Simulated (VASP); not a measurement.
# N2 in VASP: relaxation of the atoms with r2SCAN

Aim: the relaxation of the atoms of N2 with r2SCAN.

Everything below comes from runs of VASP 6.6.1. Logs are shortened: lines on timing, memory, paths and dates and some standing lists are left out, and cuts for length are marked.

## Step 1: The structure

The cell holds a molecule in a box, 2 atoms: a = 10.000 Å, b = 10.500 Å, c = 11.000 Å, α = 90.00°, β = 90.00°, γ = 90.00°.

## Step 2: Relaxation of the atoms, r2SCAN

The input, INCAR:

```
ALGO = Normal
EDIFF = 1E-7
EDIFFG = -0.005
ENCUT = 520
IBRION = 2
ISIF = 2
ISMEAR = 0
ISYM = 0
LASPH = True
LCHARG = False
LMIXTAU = True
LREAL = False
LWAVE = False
METAGGA = R2SCAN
NELM = 80
NSW = 90
PREC = Accurate
SIGMA = 0.02
```

The input, KPOINTS:

```
k-points
0
Gamma
  1 1 1
```

The input, POSCAR:

```
N
1.0
   10.0000000000      0.0000000000      0.0000000000
    0.0000000000     10.5000000000      0.0000000000
    0.0000000000      0.0000000000     11.0000000000
N
2
Direct
    0.5000000000      0.5000000000      0.4500000000
    0.5000000000      0.5000000000      0.5500000000
```

Potentials or basis: VASP PAW PBE potentials, release 64 (N).

Run with:

```
> cat potpaw_PBE.64/N/POTCAR > POTCAR
> mpirun -np 1 vasp_std > vasp.out
```

OUTCAR:

```text
EDIFF = 1E-7
   EDIFFG = -0.005
   ENCUT = 520
   IBRION = 2
   ISIF = 2
   ISMEAR = 0
   ISYM = 0
   LASPH = True
   LREAL = False
   METAGGA = R2SCAN
   NELM = 80
   NSW = 90
   PREC = Accurate

 ion  position               nearest neighbor table
   1  0.500  0.500  0.450-   2 1.10
   2  0.500  0.500  0.550-   1 1.10

IMPORTANT INFORMATION: All symmetrisations will be switched off!
NOSYMM: (Re-)initialisation of all symmetry stuff for point group C_1.

----------------------------------------------------------------------------------------

                                     Primitive cell

  volume of cell :    1155.0000

  direct lattice vectors                    reciprocal lattice vectors
    10.000000000  0.000000000  0.000000000     0.100000000  0.000000000  0.000000000
     0.000000000 10.500000000  0.000000000     0.000000000  0.095238095  0.000000000
     0.000000000  0.000000000 11.000000000     0.000000000  0.000000000  0.090909091

  length of vectors
    10.000000000 10.500000000 11.000000000     0.100000000  0.095238095  0.090909091

  position of ions in fractional coordinates (direct lattice)
     0.500000000  0.500000000  0.450000000
     0.500000000  0.500000000  0.550000000

  ion indices of the primitive-cell ions
   primitive index   ion index
                 1           1
                 2           2

----------------------------------------------------------------------------------------

 KPOINTS: k-points

Automatic generation of k-mesh.
 Grid dimensions read from file:
 generate k-points for:    1    1    1

 Generating k-lattice:

  Cartesian coordinates                     Fractional coordinates (reciprocal lattice)
     0.100000000  0.000000000  0.000000000     1.000000000  0.000000000  0.000000000
     0.000000000  0.095238095  0.000000000     0.000000000  1.000000000  0.000000000
     0.000000000  0.000000000  0.090909091     0.000000000  0.000000000  1.000000000

  Length of vectors
     0.100000000  0.095238095  0.090909091

  Shift w.r.t. Gamma in fractional coordinates (k-lattice)
     0.000000000  0.000000000  0.000000000

 Subroutine IBZKPT returns following result:
 ===========================================

 Found      1 irreducible k-points:

 Following reciprocal coordinates:
            Coordinates               Weight
  0.000000  0.000000  0.000000      1.000000
   k-points           NKPTS =      1   k-points in BZ     NKDIM =      1   number of bands    NBANDS=      9
   number of dos      NEDOS =    301   number of ions     NIONS =      2
   total plane-waves  NPLWV = 537600
   dimension x,y,z NGX =    80 NGY =   80 NGZ =   84
   dimension x,y,z NGXF=   160 NGYF=  160 NGZF=  168
   ions per type =               2
   NGX,Y,Z   is equivalent  to a cutoff of  13.30, 12.67, 12.70 a.u.
   NGXF,Y,Z  is equivalent  to a cutoff of  26.60, 25.33, 25.39 a.u.
 SYSTEM =  unknown system
   PREC   = accura    normal or accurate (medium, high low for compatibility)
   ISTART =      0    job   : 0-new  1-cont  2-samecut
   ICHARG =      2    charge: 1-file 2-atom 10-const
   ISPIN  =      1    spin polarized calculation?
   LNONCOLLINEAR =      F non collinear calculations
   LSORBIT =      F    spin-orbit coupling
   LASPH  =      T    aspherical Exc in radial PAW
   ENCUT  =  520.0 eV  38.22 Ry    6.18 a.u.  18.59 19.52 20.45*2*pi/ulx,y,z
   NELM   =     80;   NELMIN=  2; NELMDL= -5     # of ELM steps
   EDIFF  = 0.1E-06   stopping-criterion for ELM
   LREAL  =      F    real-space projection
   EDIFFG = -.5E-02   stopping-criterion for IOM
   NSW    =     90    number of steps for IOM
   IBRION =      2    ionic relax: 0-MD 1-quasi-New 2-CG
   NFREE  =      1    steps in history (QN), initial steepest desc. (CG)
   ISIF   =      2    stress and relaxation
   ISYM   =      0    0-nonsym 1-usesym 2-fastsym
   POTIM  = 0.5000    time-step for ionic-motion
   TEBEG  =    0.0;   TEEND  =   0.0 temperature during run
   PSTRESS=    0.0 pullay stress
   NELECT =      10.0000    total number of electrons
   NUPDOWN=      -1.0000    fix difference up-down
   EMIN   =  10.00;   EMAX   =-10.00  energy-range for DOS
   EFERMI =   0.00;   METHOD = LEGACY
   ISMEAR =     0;   SIGMA  =   0.02  broadening in eV -4-tet -1-fermi 0-gaus
   EFERMI_NEDOS =   21; number of points for ismear=-14 and -15
   IALGO  =     38    algorithm
   IMIX   =      4    mixing-type and parameters
     AMIX     =   0.40;   BMIX     =  1.00
     AMIX_MAG =   1.60;   BMIX_MAG =  1.00
  volume/ion in A,a.u.               =     577.50      3897.16
  Fermi-wavevector in a.u.,A,eV,Ry     =   0.336161  0.635252  1.537517  0.113004
  Thomas-Fermi vector in A             =   1.236311
   LORBIT       =      0    0 simple, 1 ext, 2 COOP (PROOUT), +10 PAW based schemes
   METAGGA = R2SCAN    functional components
   LHFCALC =     F    Hartree Fock is set to
   AEXX    =    0.0000 exact exchange contribution
   IVDW    =     0    specifies the selected vdW correction
   LEPSILON=     F    determine dielectric tensor
   LRPA    =     F    only Hartree local field effects (RPA)
 conjugate gradient relaxation of ions
 non-spin polarized calculation
 Gauss-broadening in eV      SIGMA  =   0.02
  energy-cutoff  :      520.00
  volume of cell :     1155.00
 maximum number of plane-waves:     31095
 NGX is ok and might be reduce to    80
   NGX = 37   NGY = 39   NGZ = 41

--------------------------------------- Ionic step        1  -------------------------------------------

 number of electron      10.0000002 magnetization

 Free energy of the ion-electron system (eV)
  ---------------------------------------------------
  ext. energy  EPLUGINS =         0.00000000
  ---------------------------------------------------
  free energy    TOTEN  =       -18.21166358 eV

  energy without entropy =      -18.21166358  energy(sigma->0) =      -18.21166358

------------------------ aborting loop EDIFF was not reached (unconverged)  ----------------------------

  FORCE on cell =-STRESS in cart. coord.  units (eV):
  Direction    XX          YY          ZZ          XY          YZ          ZX
  --------------------------------------------------------------------------------------
  -------------------------------------------------------------------------------------
  Total       -0.1016265     -0.1010065      1.1053241      0.0000025     -0.0000022      0.0000006
  in kB       -0.1409729     -0.1401129      1.5332685      0.0000035     -0.0000030      0.0000009
  external PRESSURE =       0.4173943 kB  Pullay stress =       0.0000000 kB

 VOLUME and BASIS-vectors are now :
 -----------------------------------------------------------------------------
  energy-cutoff  :      520.00
  volume of cell :     1155.00
      direct lattice vectors                 reciprocal lattice vectors
    10.000000000  0.000000000  0.000000000     0.100000000  0.000000000  0.000000000
     0.000000000 10.500000000  0.000000000     0.000000000  0.095238095  0.000000000
     0.000000000  0.000000000 11.000000000     0.000000000  0.000000000  0.090909091

 POSITION                                       TOTAL-FORCE (eV/Angst)
 -----------------------------------------------------------------------------------
      5.00000      5.25000      4.95000        -0.000001     -0.000006     -1.110978
      5.00000      5.25000      6.05000         0.000001      0.000006      1.110978
 -----------------------------------------------------------------------------------
    total drift:                                0.000002     -0.000017      0.000004

  FREE ENERGIE OF THE ION-ELECTRON SYSTEM (eV)
  ---------------------------------------------------
  free  energy   TOTEN  =       -18.2116635813 eV

  energy  without entropy=      -18.2116635813  energy(sigma->0) =      -18.21166358

--------------------------------------- Ionic step        2  -------------------------------------------

 number of electron       9.9999999 magnetization

------------------------ aborting loop because EDIFF is reached ----------------------------------------

  FORCE on cell =-STRESS in cart. coord.  units (eV):
  Direction    XX          YY          ZZ          XY          YZ          ZX
  --------------------------------------------------------------------------------------
  -------------------------------------------------------------------------------------
  Total       -0.0505035     -0.0502076    -13.3702107      0.0000000     -0.0000068     -0.0000014
  in kB       -0.0700567     -0.0696463    -18.5467087      0.0000000     -0.0000094     -0.0000019
  external PRESSURE =      -6.2288039 kB  Pullay stress =       0.0000000 kB

 VOLUME and BASIS-vectors are now :
 -----------------------------------------------------------------------------
  energy-cutoff  :      520.00
  volume of cell :     1155.00
      direct lattice vectors                 reciprocal lattice vectors
    10.000000000  0.000000000  0.000000000     0.100000000  0.000000000  0.000000000
     0.000000000 10.500000000  0.000000000     0.000000000  0.095238095  0.000000000
     0.000000000  0.000000000 11.000000000     0.000000000  0.000000000  0.090909091

 POSITION                                       TOTAL-FORCE (eV/Angst)
 -----------------------------------------------------------------------------------
      5.00000      5.25000      4.89640         0.000001      0.000006     11.041697
      5.00000      5.25000      6.10360        -0.000001     -0.000006    -11.041697
 -----------------------------------------------------------------------------------
    total drift:                               -0.000000     -0.000000      0.000000

  FREE ENERGIE OF THE ION-ELECTRON SYSTEM (eV)
  ---------------------------------------------------
  free  energy   TOTEN  =       -17.5841957877 eV

  energy  without entropy=      -17.5841957877  energy(sigma->0) =      -17.58419579

--------------------------------------- Ionic step        3  -------------------------------------------

 number of electron      10.0000003 magnetization

------------------------ aborting loop because EDIFF is reached ----------------------------------------

  FORCE on cell =-STRESS in cart. coord.  units (eV):
  Direction    XX          YY          ZZ          XY          YZ          ZX
  --------------------------------------------------------------------------------------
  -------------------------------------------------------------------------------------
  Total       -0.0896704     -0.0890832     -0.1407217     -0.0000000     -0.0000000     -0.0000000
  in kB       -0.1243878     -0.1235733     -0.1952044     -0.0000000     -0.0000000     -0.0000000
  external PRESSURE =      -0.1477218 kB  Pullay stress =       0.0000000 kB

 VOLUME and BASIS-vectors are now :
 -----------------------------------------------------------------------------
  energy-cutoff  :      520.00
  volume of cell :     1155.00
      direct lattice vectors                 reciprocal lattice vectors
    10.000000000  0.000000000  0.000000000     0.100000000  0.000000000  0.000000000
     0.000000000 10.500000000  0.000000000     0.000000000  0.095238095  0.000000000
     0.000000000  0.000000000 11.000000000     0.000000000  0.000000000  0.090909091

 POSITION                                       TOTAL-FORCE (eV/Angst)
 -----------------------------------------------------------------------------------
      5.00000      5.25000      4.94653         0.000000     -0.000000      0.035666
      5.00000      5.25000      6.05347        -0.000000      0.000000     -0.035666
 -----------------------------------------------------------------------------------
    total drift:                                0.000000     -0.000000      0.000000

  FREE ENERGIE OF THE ION-ELECTRON SYSTEM (eV)
  ---------------------------------------------------
  free  energy   TOTEN  =       -18.2153900637 eV

  energy  without entropy=      -18.2153900637  energy(sigma->0) =      -18.21539006

--------------------------------------- Ionic step        4  -------------------------------------------

 number of electron      10.0000003 magnetization

 Free energy of the ion-electron system (eV)
  ---------------------------------------------------
  ext. energy  EPLUGINS =         0.00000000
  ---------------------------------------------------
  free energy    TOTEN  =       -18.21539437 eV

  energy without entropy =      -18.21539437  energy(sigma->0) =      -18.21539437

 E-fermi : -10.3729     XC(G=0):  -0.3191

 val. band max:      -10.5555760844   @ k =   0.0000   0.0000   0.0000
 cond. band min:      -1.6499620979   @ k =   0.0000   0.0000   0.0000
 fundamental gap:      8.9056139865
 Fermi energy:       -10.3729372863

 k-point     1 :       0.0000    0.0000    0.0000
  band No.  band energies     occupation
      1     -29.5461      2.00000
      2     -14.1604      2.00000
      3     -11.8241      2.00000
      4     -11.8241      2.00000
      5     -10.5556      2.00000
      6      -1.6500      0.00000
      7      -1.6499      0.00000
      8       0.1135      0.00000
      9       1.3058      0.00000

------------------------ aborting loop because EDIFF is reached ----------------------------------------

  FORCE on cell =-STRESS in cart. coord.  units (eV):
  Direction    XX          YY          ZZ          XY          YZ          ZX
  --------------------------------------------------------------------------------------
  -------------------------------------------------------------------------------------
  Total       -0.0897726     -0.0891744     -0.1025216     -0.0000000     -0.0000000     -0.0000000
  in kB       -0.1245296     -0.1236997     -0.1422145     -0.0000000     -0.0000000     -0.0000000
  external PRESSURE =      -0.1301480 kB  Pullay stress =       0.0000000 kB

 VOLUME and BASIS-vectors are now :
 -----------------------------------------------------------------------------
  energy-cutoff  :      520.00
  volume of cell :     1155.00
      direct lattice vectors                 reciprocal lattice vectors
    10.000000000  0.000000000  0.000000000     0.100000000  0.000000000  0.000000000
     0.000000000 10.500000000  0.000000000     0.000000000  0.095238095  0.000000000
     0.000000000  0.000000000 11.000000000     0.000000000  0.000000000  0.090909091

 POSITION                                       TOTAL-FORCE (eV/Angst)
 -----------------------------------------------------------------------------------
      5.00000      5.25000      4.94663        -0.000000      0.000000      0.001100
      5.00000      5.25000      6.05337         0.000000     -0.000000     -0.001100
 -----------------------------------------------------------------------------------
    total drift:                               -0.000000      0.000000     -0.000000

  FREE ENERGIE OF THE ION-ELECTRON SYSTEM (eV)
  ---------------------------------------------------
  free  energy   TOTEN  =       -18.2153943710 eV

  energy  without entropy=      -18.2153943710  energy(sigma->0) =      -18.21539437

 reached required accuracy - stopping structural energy minimisation
```

Run time: 29 min. Hardware: 1 thread of Intel Xeon Platinum 8375C at 2.90GHz (Ice Lake), shared host; peak memory 1.2 GiB.

What came out:

```yaml
Free_energy: -18.2154 eV
Energy_gained_by_relaxing: 1.9 meV/atom
Ionic_steps: 4
Gap_between_the_frontier_levels: 8.91 eV
```

Step by step:
```tsv
step	energy change (eV)	largest force (eV/Å)	pressure (GPa)
1	0.0000	1.1110	0.04
2	0.6275	11.0417	-0.62
3	-0.0037	0.0357	-0.01
4	-0.0037	0.0011	-0.01
```

Final structure:
```
N
1.0
    10.00000    0.00000    0.00000
     0.00000   10.50000    0.00000
     0.00000    0.00000   11.00000
N
2
Direct
  0.50000 0.50000 0.44969
  0.50000 0.50000 0.55031
```

Caveat: the standard files for N, O and F lose accuracy on very short bonds; the PAW data sets were made with another functional, which shifts forces and pressure a little.
